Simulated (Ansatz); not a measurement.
# C: a line through a two-coordinate scan

Aim: follow the energy of C (R-3m, No. 166; 10 atoms in the cell) along one coordinate, normal strain along x, with the other held at normal strain along y = −7.0 %.

A COD entry behind a cell of this session may itself be a prediction, so a difference from it is no test against experiment.

Computed with Ansatz 0.2.0 (DFT PBEsol, scalar-relativistic, plane waves, PAW, unless a step's input says otherwise).

2 further runs of the same task are left out: 2 set aside as unsound or not needed. Runs told in other sessions of the task aren't counted.

**1. Starting point**

Symmetry: R-3m, No. 166, trigonal system. Conventional cell: a = 2.507 Å, b = 2.507 Å, c = 30.949 Å, α = 90.00°, β = 90.00°, γ = 120.00°. C (site symmetry 3m) is surrounded by 4 C at 1.54 Å. C (site symmetry 3m) is surrounded by 4 C at 1.54 to 1.56 Å.

Coordinates:

```cif
data_structure
_symmetry_space_group_name_H-M 'P 1'
_symmetry_Int_Tables_number 1
_cell_length_a 10.4172
_cell_length_b 10.4172
_cell_length_c 10.4172
_cell_angle_alpha 13.821
_cell_angle_beta 13.821
_cell_angle_gamma 13.821
_cell_volume 56.14
loop_
_atom_site_label
_atom_site_type_symbol
_atom_site_fract_x
_atom_site_fract_y
_atom_site_fract_z
_atom_site_occupancy
C1 C 0.02482 0.02482 0.02482 1
C2 C 0.97518 0.97518 0.97518 1
C3 C 0.10869 0.10869 0.10869 1
C4 C 0.89131 0.89131 0.89131 1
C5 C 0.15837 0.15837 0.15837 1
C6 C 0.84163 0.84163 0.84163 1
C7 C 0.37486 0.37486 0.37486 1
C8 C 0.62514 0.62514 0.62514 1
C9 C 0.42532 0.42532 0.42532 1
C10 C 0.57468 0.57468 0.57468 1
```

This cell was relaxed beforehand with the same method: volume 5.61 Å³/atom, gap on the mesh 4.39 eV.

**2. The scan**

The energy is mapped over two homogeneous strains (x along [1 0 0], y along [1 2 0], z along [0 0 1] of the conventional cell).

First coordinate, normal strain along x: 5 values from −7.0 %. Second coordinate, normal strain along y: 5 values from −7.0 %.

Nothing else is relaxed (fractional coordinates fixed). Energies count from the relaxed crystal. Points are written as (first, second).

**3. Point (−7.0 %, −7.0 %)**

input.yaml

```yaml
crystal:
  lattice:
    - [1.1656591638, 0.672993632, 10.316217786]
    - [-1.1656591638, 0.672993632, 10.316217786]
    - [0.0, -1.345987264, 10.316217786]
  atoms:
    - { symbol: C, position: [0.0248220069, 0.0248220069, 0.0248220069] }
    - { symbol: C, position: [0.9751779931, 0.9751779931, 0.9751779931] }
    - { symbol: C, position: [0.1086877374, 0.1086877374, 0.1086877374] }
    - { symbol: C, position: [0.8913122626, 0.8913122626, 0.8913122626] }
    - { symbol: C, position: [0.1583652898, 0.1583652898, 0.1583652898] }
    - { symbol: C, position: [0.8416347102, 0.8416347102, 0.8416347102] }
    - { symbol: C, position: [0.3748635523, 0.3748635523, 0.3748635523] }
    - { symbol: C, position: [0.6251364477, 0.6251364477, 0.6251364477] }
    - { symbol: C, position: [0.4253181912, 0.4253181912, 0.4253181912] }
    - { symbol: C, position: [0.5746818088, 0.5746818088, 0.5746818088] }
basis:
  ecutwfc: 520.0
kpoints:
  mp_grid: { grid: [12, 12, 12] }
hamiltonian:
  xc: pbesol
  pseudopotentials: { kind: paw, azcp: { folder: soft_1 } }
scf:
  occupations: { method: gaussian, width: 0.05 }
output:
  forces: true
  stress: true
  eigenvalues: true
```

On the command line:

```
$ ansatz run input.yaml --threads 2 --pin off --max-ram 4096MiB --backend cpu --events-out ev --progress --plain --runs-dir out
```

What it wrote, cut to the lines that bear on the results:

```text
Warning: <dir> the record states the generating functional pbe (its physics header spells it `PBE`), which answers neither for hamiltonian.xc's functional nor for the pbesol family's — results may be inconsistent (PPs are generated against a specific XC)
Warning: RAYON_NUM_THREADS=2 ignored (pool sized by the plan → 2); use --threads N
[...]
Pseudopotentials: kind: paw
Pseudopotential: C, paw, valence charge 4, recommended cutoff 420 eV (normal), <dir>
Functional definition: PBEsol
[...]
Crystal: 10 atoms, lattice volume = 48.557 Å³
Basis set: ecut = 520 eV, 1347 PW (Γ), FFT grids on a1−a3, a2−a3, a3, exchange–correlation on 36×36×160 points (8 copies of the dense FFT grid, shifted against one another)
Bands: 30, of which v1, the nominal top of the filled ones, is band 20 counted from 1 (19 counted from 0)
Symmetry: 12 space group operations
Space group: R-3m (ITA 166), of the structure as read, at distance tolerance 3.6e-5 Å
k-points: 189 of 1728
[...]
SCF iter   1: F=—  HF=-2468.363095 eV  |F-HF|=—  |Δ(HF+E_count)|=         —  Δρ=1.79e-1  dr2=1.07e1  ethr=3.10e-3  ⟨swp⟩=6.1  Hψ=26781  notcnv=0  defer=42
[...]
SCF iter   7: F=-2463.959719 eV  HF=-2463.959719 eV  |F-HF|=6.49e-9  |Δ(HF+E_count)|=   2.86e-7  Δρ=6.28e-6  dr2=1.40e-8  ethr=2.50e-10  ⟨swp⟩=10.6  Hψ=26938  notcnv=0
[...]
SCF converged after 7 iterations
Free energy (F): -2463.959719 eV
[...]
E sigma→0 (E₀):  -2463.959719 eV
Fermi energy:    18.372288 eV
[...]
--- Forces (eV/Å), atoms counted from 1 ---
  atom   1  C      0.00000000    -0.00000000    -0.65368520
  atom   2  C     -0.00000000     0.00000000     0.65368520
  atom   3  C     -0.00000000    -0.00000000     0.64667111
  atom   4  C      0.00000000     0.00000000    -0.64667111
  atom   5  C      0.00000000     0.00000000    -0.76688143
  atom   6  C      0.00000000     0.00000000     0.76688143
  atom   7  C      0.00000000     0.00000000     0.79819629
  atom   8  C      0.00000000    -0.00000000    -0.79819629
[...]
--- Stress (GPa, compression-positive) ---
      128.094015      -0.000000      -0.000000
       -0.000000     128.094015       0.000000
       -0.000000       0.000000      10.043604
  P = ⅓ Tr σ = 88.7439 GPa (887.439 kbar)
--- Band table (eV; the first three rows and the last of 189) ---
[...]
```

Wall time 13 s (2 threads of Arm Neoverse V1, shared host); peak memory 0.52 GiB.

That is 268 meV/atom from the zero.

**4. Grid point (−3.5 %, −7.0 %)**

input.yaml: that of step 3 with these lines changed.

```diff
@@ -2,4 +2,4 @@
   lattice:
-    - [1.1656591638, 0.672993632, 10.316217786]
-    - [-1.1656591638, 0.672993632, 10.316217786]
+    - [1.2095280571, 0.672993632, 10.316217786]
+    - [-1.2095280571, 0.672993632, 10.316217786]
     - [0.0, -1.345987264, 10.316217786]
```

On the command line:

```
$ ansatz run input.yaml --threads 2 --pin off --max-ram 4096MiB --backend cpu --events-out ev --progress --plain --runs-dir out
```

What it wrote, cut to the lines that bear on the results:

```text
Warning: <dir> the record states the generating functional pbe (its physics header spells it `PBE`), which answers neither for hamiltonian.xc's functional nor for the pbesol family's — results may be inconsistent (PPs are generated against a specific XC)
Warning: RAYON_NUM_THREADS=2 ignored (pool sized by the plan → 2); use --threads N
[...]
[... 3 set-up lines as earlier in the session ...]
[...]
Crystal: 10 atoms, lattice volume = 50.385 Å³
Basis set: ecut = 520 eV, 1391 PW (Γ), FFT grids on a1−a3, a2−a3, a3, exchange–correlation on 36×36×160 points (8 copies of the dense FFT grid, shifted against one another)
Bands: 30, of which v1, the nominal top of the filled ones, is band 20 counted from 1 (19 counted from 0)
Symmetry: 4 space group operations
Space group: C2/m (ITA 12), of the structure as read, at distance tolerance 3.7e-5 Å
k-points: 476 of 1728
[...]
SCF iter   1: F=—  HF=-2469.014765 eV  |F-HF|=—  |Δ(HF+E_count)|=         —  Δρ=1.68e-1  dr2=9.76e0  ethr=3.10e-3  ⟨swp⟩=6.2  Hψ=66869  notcnv=0  defer=95
[...]
SCF iter   7: F=-2465.033265 eV  HF=-2465.033265 eV  |F-HF|=6.74e-9  |Δ(HF+E_count)|=   2.81e-7  Δρ=5.52e-6  dr2=1.29e-8  ethr=2.50e-10  ⟨swp⟩=10.5  Hψ=67137  notcnv=0
[...]
SCF converged after 7 iterations
Free energy (F): -2465.033265 eV
[...]
E sigma→0 (E₀):  -2465.033265 eV
Fermi energy:    17.893345 eV
[...]
--- Forces (eV/Å), atoms counted from 1 ---
  atom   1  C      0.00000000    -0.43072900    -0.41678408
  atom   2  C      0.00000000     0.43072900     0.41678408
  atom   3  C      0.00000000    -0.43054240     0.41161812
  atom   4  C      0.00000000     0.43054240    -0.41161812
  atom   5  C      0.00000000     0.44916402    -0.50300492
  atom   6  C      0.00000000    -0.44916402     0.50300492
  atom   7  C      0.00000000     0.46066177     0.52586009
  atom   8  C      0.00000000    -0.46066177    -0.52586009
[...]
--- Stress (GPa, compression-positive) ---
       62.557394       0.000000       0.000000
        0.000000     116.040490      -0.959175
        0.000000      -0.959179       6.685729
  P = ⅓ Tr σ = 61.7612 GPa (617.612 kbar)
--- Band table (eV; the first three rows and the last of 476) ---
[...]
```

Wall time 34 s (2 threads of Arm Neoverse V1, shared host); peak memory 0.88 GiB.

That is 161 meV/atom from the zero.

**5. Grid point (0.0 %, −7.0 %)**

input.yaml: that of step 4 with these lines changed.

```diff
@@ -2,4 +2,4 @@
   lattice:
-    - [1.2095280571, 0.672993632, 10.316217786]
-    - [-1.2095280571, 0.672993632, 10.316217786]
+    - [1.2533969503, 0.672993632, 10.316217786]
+    - [-1.2533969503, 0.672993632, 10.316217786]
     - [0.0, -1.345987264, 10.316217786]
```

On the command line:

```
$ ansatz run input.yaml --threads 2 --pin off --max-ram 4096MiB --backend cpu --events-out ev --progress --plain --runs-dir out
```

What it wrote, cut to the lines that bear on the results:

```text
Warning: <dir> the record states the generating functional pbe (its physics header spells it `PBE`), which answers neither for hamiltonian.xc's functional nor for the pbesol family's — results may be inconsistent (PPs are generated against a specific XC)
Warning: RAYON_NUM_THREADS=2 ignored (pool sized by the plan → 2); use --threads N
[...]
[... 3 set-up lines as earlier in the session ...]
[...]
Crystal: 10 atoms, lattice volume = 52.212 Å³
Basis set: ecut = 520 eV, 1427 PW (Γ), FFT grids on a1−a3, a2−a3, a3, exchange–correlation on 36×36×160 points (8 copies of the dense FFT grid, shifted against one another)
Bands: 30, of which v1, the nominal top of the filled ones, is band 20 counted from 1 (19 counted from 0)
[... 2 set-up lines as earlier in the session ...]
k-points: 476 of 1728
[...]
SCF iter   1: F=—  HF=-2469.074685 eV  |F-HF|=—  |Δ(HF+E_count)|=         —  Δρ=1.58e-1  dr2=9.03e0  ethr=3.10e-3  ⟨swp⟩=6.1  Hψ=66512  notcnv=0  defer=110
[...]
SCF iter   7: F=-2465.437094 eV  HF=-2465.437094 eV  |F-HF|=7.36e-9  |Δ(HF+E_count)|=   3.15e-7  Δρ=6.24e-6  dr2=1.56e-8  ethr=2.50e-10  ⟨swp⟩=10.7  Hψ=67861  notcnv=0
[...]
SCF converged after 7 iterations
Free energy (F): -2465.437094 eV
[...]
E sigma→0 (E₀):  -2465.437094 eV
Fermi energy:    16.861236 eV
[...]
--- Forces (eV/Å), atoms counted from 1 ---
  atom   1  C      0.00000000    -0.71797230    -0.28954072
  atom   2  C     -0.00000000     0.71797230     0.28954072
  atom   3  C      0.00000000    -0.71654807     0.28601963
  atom   4  C     -0.00000000     0.71654807    -0.28601963
  atom   5  C     -0.00000000     0.75296123    -0.34623505
  atom   6  C      0.00000000    -0.75296123     0.34623505
  atom   7  C     -0.00000000     0.78289402     0.35450333
  atom   8  C      0.00000000    -0.78289402    -0.35450333
[...]
--- Stress (GPa, compression-positive) ---
       10.273715       0.000000      -0.000000
        0.000000     105.592369      -1.658789
       -0.000000      -1.658791       4.012477
  P = ⅓ Tr σ = 39.9595 GPa (399.595 kbar)
--- Band table (eV; the first three rows and the last of 476) ---
[...]
```

Wall time 32 s (2 threads of Arm Neoverse V1, shared host); peak memory 0.89 GiB.

Energy on the map's scale: 120 meV/atom.

**6. The run at (3.5 %, −7.0 %)**

input.yaml: that of step 5 with these lines changed.

```diff
@@ -2,4 +2,4 @@
   lattice:
-    - [1.2533969503, 0.672993632, 10.316217786]
-    - [-1.2533969503, 0.672993632, 10.316217786]
+    - [1.2972658436, 0.672993632, 10.316217786]
+    - [-1.2972658436, 0.672993632, 10.316217786]
     - [0.0, -1.345987264, 10.316217786]
```

On the command line:

```
$ ansatz run input.yaml --threads 2 --pin off --max-ram 4096MiB --backend cpu --events-out ev --progress --plain --runs-dir out
```

What it wrote, cut to the lines that bear on the results:

```text
Warning: <dir> the record states the generating functional pbe (its physics header spells it `PBE`), which answers neither for hamiltonian.xc's functional nor for the pbesol family's — results may be inconsistent (PPs are generated against a specific XC)
Warning: RAYON_NUM_THREADS=2 ignored (pool sized by the plan → 2); use --threads N
[...]
[... 3 set-up lines as earlier in the session ...]
[...]
Crystal: 10 atoms, lattice volume = 54.040 Å³
Basis set: ecut = 520 eV, 1483 PW (Γ), FFT grids on a1−a3, a2−a3, a3, exchange–correlation on 36×36×160 points (8 copies of the dense FFT grid, shifted against one another)
Bands: 30, of which v1, the nominal top of the filled ones, is band 20 counted from 1 (19 counted from 0)
[... 1 set-up line as earlier in the session ...]
Space group: C2/m (ITA 12), of the structure as read, at distance tolerance 3.8e-5 Å
k-points: 476 of 1728
[...]
SCF iter   1: F=—  HF=-2468.667621 eV  |F-HF|=—  |Δ(HF+E_count)|=         —  Δρ=1.50e-1  dr2=8.42e0  ethr=3.10e-3  ⟨swp⟩=6.1  Hψ=66509  notcnv=0  defer=110
[...]
SCF iter   7: F=-2465.309873 eV  HF=-2465.309873 eV  |F-HF|=4.74e-9  |Δ(HF+E_count)|=   2.91e-7  Δρ=6.78e-6  dr2=1.55e-8  ethr=2.50e-10  ⟨swp⟩=10.5  Hψ=68510  notcnv=0
[...]
SCF converged after 7 iterations
Free energy (F): -2465.309873 eV
[...]
E sigma→0 (E₀):  -2465.309873 eV
Fermi energy:    15.726794 eV
[...]
--- Forces (eV/Å), atoms counted from 1 ---
  atom   1  C      0.00000000    -0.88447399    -0.25295075
  atom   2  C      0.00000000     0.88447399     0.25295075
  atom   3  C      0.00000000    -0.88053968     0.25086716
  atom   4  C      0.00000000     0.88053968    -0.25086716
  atom   5  C      0.00000000     0.93481902    -0.27794013
  atom   6  C      0.00000000    -0.93481902     0.27794013
  atom   7  C      0.00000000     0.99103361     0.26475781
  atom   8  C      0.00000000    -0.99103361    -0.26475781
[...]
--- Stress (GPa, compression-positive) ---
      -30.886494      -0.000000      -0.000000
       -0.000000      96.300986      -2.173022
       -0.000000      -2.173024       1.833102
  P = ⅓ Tr σ = 22.4159 GPa (224.159 kbar)
--- Band table (eV; the first three rows and the last of 476) ---
[...]
```

Run time: 36 s. Hardware: 2 threads of Arm Neoverse V1, shared host; peak memory 0.91 GiB.

That is 133 meV/atom from the zero.

**7. A further run, with the input changed**

input.yaml: that of step 6 with these lines changed.

```diff
@@ -16,4 +16,2 @@
     - { symbol: C, position: [0.5746818088, 0.5746818088, 0.5746818088] }
-basis:
-  ecutwfc: 520.0
 kpoints:
@@ -27,3 +25,4 @@
   forces: true
+  eigenvalues: true
   stress: true
-  eigenvalues: true
+total_charge: 1
```

On the command line:

```
$ ansatz run input.yaml --threads 2 --pin off --max-ram 4096MiB --backend cpu --events-out ev --progress --plain --runs-dir out
```

What it wrote, cut to the lines that bear on the results:

```text
Warning: <dir> the record states the generating functional pbe (its physics header spells it `PBE`), which answers neither for hamiltonian.xc's functional nor for the pbesol family's — results may be inconsistent (PPs are generated against a specific XC)
Warning: RAYON_NUM_THREADS=2 ignored (pool sized by the plan → 2); use --threads N
[...]
[... 3 set-up lines as earlier in the session ...]
[...]
Crystal: 10 atoms, lattice volume = 54.040 Å³
Basis set: ecut = 420 eV, 1023 PW (Γ), FFT grids on a1−a3, a2−a3, a3, exchange–correlation on 36×36×144 points (8 copies of the dense FFT grid, shifted against one another)
Bands: 30, of which v1, the nominal top of the filled ones, is band 20 counted from 1 (19 counted from 0)
[... 2 set-up lines as earlier in the session ...]
k-points: 476 of 1728
[...]
SCF iter   1: F=—  HF=-2481.760011 eV  |F-HF|=—  |Δ(HF+E_count)|=         —  Δρ=1.45e-1  dr2=8.03e0  ethr=3.10e-3  ⟨swp⟩=6.1  Hψ=66211  notcnv=0  defer=111
[...]
SCF iter   7: F=-2478.489471 eV  HF=-2478.489471 eV  |F-HF|=9.43e-9  |Δ(HF+E_count)|=   3.11e-7  Δρ=5.89e-6  dr2=2.14e-8  ethr=2.56e-10  ⟨swp⟩=10.9  Hψ=79068  notcnv=0
[...]
SCF converged after 7 iterations
Free energy (F): -2478.489471 eV
[...]
E sigma→0 (E₀):  -2478.488877 eV
Entropy (-TS):   -0.001188 eV (-0.119 meV/atom)
Fermi energy:    12.527514 eV
[...]
--- Forces (eV/Å), atoms counted from 1 ---
  atom   1  C      0.00000000    -0.91484193    -0.65409090
  atom   2  C      0.00000000     0.91484193     0.65409090
  atom   3  C      0.00000000    -0.91403578     0.64318774
  atom   4  C      0.00000000     0.91403578    -0.64318774
  atom   5  C      0.00000000     0.86651937    -0.62913394
  atom   6  C      0.00000000    -0.86651937     0.62913394
  atom   7  C      0.00000000     1.18038325     0.78193410
  atom   8  C      0.00000000    -1.18038325    -0.78193410
[...]
--- Stress (GPa, compression-positive) ---
      -13.270814       0.000000       0.000000
        0.000000     105.154166      -3.208647
        0.000000      -3.208649      16.912749
  P = ⅓ Tr σ = 36.2654 GPa (362.654 kbar)
--- Band table (eV; the first three rows and the last of 476) ---
[...]
```

Run time: 28 s. Hardware: 2 threads of Arm Neoverse V1, shared host; peak memory 0.76 GiB.

**8. A look at that input**

The run converged and reported no error, with warnings (pseudo functional mismatch). Its log warns: «<dir> the record states the generating functional pbe (its physics header spells it `PBE`) ...»

Look at the input: total_charge is 1. With this charge the calculation describes a differently charged system.

To undo it: delete total_charge (the default then holds).

| run | ending | energy change | pressure (GPa) | gap (eV) | force (eV/Å) | cycles | time |
| --- | --- | --- | --- | --- | --- | --- | --- |
| step 6 | converged | - | 22.4 | 2.43 | 1.03 | 7 | 36 s |
| altered | converged | not comparable | 36.3 | 0.00 | 1.43 | 7 | 28 s |

After a change of charge the difference of the totals has no physical meaning; the pressure goes from 22.4 to 36.3 GPa, the Fermi level moves into a band, so no gap parts filled from empty levels (it was 2.43 eV) and the largest force goes from 1.03 to 1.43 eV/Å. The cutoff changed too.

**9. Point (7.0 %, −7.0 %)**

input.yaml: that of step 6 with these lines changed.

```diff
@@ -2,4 +2,4 @@
   lattice:
-    - [1.2972658436, 0.672993632, 10.316217786]
-    - [-1.2972658436, 0.672993632, 10.316217786]
+    - [1.3411347369, 0.672993632, 10.316217786]
+    - [-1.3411347369, 0.672993632, 10.316217786]
     - [0.0, -1.345987264, 10.316217786]
```

On the command line:

```
$ ansatz run input.yaml --threads 2 --pin off --max-ram 4096MiB --backend cpu --events-out ev --progress --plain --runs-dir out
```

What it wrote, cut to the lines that bear on the results:

```text
Warning: <dir> the record states the generating functional pbe (its physics header spells it `PBE`), which answers neither for hamiltonian.xc's functional nor for the pbesol family's — results may be inconsistent (PPs are generated against a specific XC)
Warning: RAYON_NUM_THREADS=2 ignored (pool sized by the plan → 2); use --threads N
[...]
[... 3 set-up lines as earlier in the session ...]
[...]
Crystal: 10 atoms, lattice volume = 55.867 Å³
Basis set: ecut = 520 eV, 1519 PW (Γ), FFT grids on a1−a3, a2−a3, a3, exchange–correlation on 40×40×160 points (8 copies of the dense FFT grid, shifted against one another)
Bands: 30, of which v1, the nominal top of the filled ones, is band 20 counted from 1 (19 counted from 0)
[... 2 set-up lines as earlier in the session ...]
k-points: 476 of 1728
[...]
SCF iter   1: F=—  HF=-2467.897025 eV  |F-HF|=—  |Δ(HF+E_count)|=         —  Δρ=1.43e-1  dr2=7.93e0  ethr=3.10e-3  ⟨swp⟩=6.1  Hψ=66428  notcnv=0  defer=99
[...]
SCF iter   7: F=-2464.767937 eV  HF=-2464.767937 eV  |F-HF|=1.09e-9  |Δ(HF+E_count)|=   2.17e-7  Δρ=7.36e-6  dr2=1.62e-8  ethr=2.50e-10  ⟨swp⟩=11.0  Hψ=68870  notcnv=0
[...]
SCF converged after 7 iterations
Free energy (F): -2464.767937 eV
[...]
E sigma→0 (E₀):  -2464.767937 eV
Fermi energy:    14.694966 eV
[...]
--- Forces (eV/Å), atoms counted from 1 ---
  atom   1  C      0.00000000    -0.95099200    -0.28983250
  atom   2  C      0.00000000     0.95099200     0.28983250
  atom   3  C      0.00000000    -0.94309522     0.28893791
  atom   4  C      0.00000000     0.94309522    -0.28893791
  atom   5  C      0.00000000     1.01597967    -0.28156230
  atom   6  C      0.00000000    -1.01597967     0.28156230
  atom   7  C      0.00000000     1.10694304     0.23954599
  atom   8  C      0.00000000    -1.10694304    -0.23954599
[...]
--- Stress (GPa, compression-positive) ---
      -62.721575      -0.000000      -0.000000
       -0.000000      87.818756      -2.559945
       -0.000000      -2.559947       0.012511
  P = ⅓ Tr σ = 8.3699 GPa (83.699 kbar)
--- Band table (eV; the first three rows and the last of 476) ---
[...]
```

Run time: 33 s. Hardware: 2 threads of Arm Neoverse V1, shared host; peak memory 0.93 GiB.

On the map this point reads 187 meV/atom.

**10. The line in numbers**

```
normal strain along x (%)  step  energy (meV/atom)  slope (meV/atom per %)  pressure (GPa)  band gap on the k-mesh (eV)  largest force on an atom (eV/Å)
                     −7.0     3                268                     −42              89                         3.72                             0.80
                     −3.5     4                161                     −20              62                         4.11                             0.70
                      0.0     5                120                      −3              40                         3.39                             0.86
                      3.5     6                133                      10              22                         2.43                             1.03
                      7.0     9                187                      20               8                         1.63                             1.14
```

Energies count from the relaxed crystal. Slopes come from the forces (and the stress, where the cell changes), not from differences of energies.

| run | outcome |
| --- | --- |
| step 7, run with total_charge 1, ecutwfc left out (against step 6) | converged, 7 SCF cycles; not a sound result |

**Reading.** Of the points computed the energy is lowest at 0.0 %, 120 meV/atom from the zero. A fit to energies and slopes at the lowest point and its two neighbours puts the minimum at 0.81 %, with a curvature of about 4.1 meV/atom per %². Divided by the reference volume, that is a stiffness of about 1200 GPa for this pattern of strain, with the ions clamped. The highest point computed, at −7.0 %, lies 148 meV/atom above the lowest. This is one cut through a surface in two coordinates; the map's lowest point lies off it. A rigid map gives upper bounds: relaxing the other coordinates can only lower a point.

The gaps are Kohn-Sham values of a semilocal functional, not quasiparticle or optical gaps. Such gaps usually fall short of the measured ones. In a charged cell the pressure and stress hold a term of the neutralising background, so they aren't those of the solid.
